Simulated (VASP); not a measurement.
**Li: single point with BLYP**

Li:

```
CELL_PARAMETERS angstrom
-2.05241 1.68996 1.50206
1.68996 -2.05241 1.50206
3.82370 3.82370 -2.16588
ATOMIC_POSITIONS crystal
Li 0.95915 0.04085 0.00000
Li 0.79085 0.20915 0.50000
```

This isn't the form of Li at room conditions, which is bcc.

```json
{
  "Program": "VASP 6.6.1",
  "Task": "single point",
  "Functional": "BLYP",
  "Potentials or basis": "VASP PAW PBE potentials, release 64 (Li_sv)",
  "Cutoff": "520 eV",
  "k mesh": "15 × 15 × 7",
  "Occupations": "fermi-dirac, width 0.1 eV",
  "Spin": "no spin polarisation"
}
```

```json
{"Band gap on the k mesh": "none (metal or under the smearing width)"}
```

Levels at points of the mesh, in eV from the Fermi level:
```tsv
k point	band 1	band 2	band 3	band 4	band 5	band 6	band 7
(0.00, 0.00, 0.00)	-47.20	-47.18	-3.54	0.00	3.01	12.29	12.35
```

Run time: 74 s on 1 thread of Intel(R) Xeon(R) Platinum 8559C (Emerald Rapids) (shared host), peak memory 0.25 GiB.
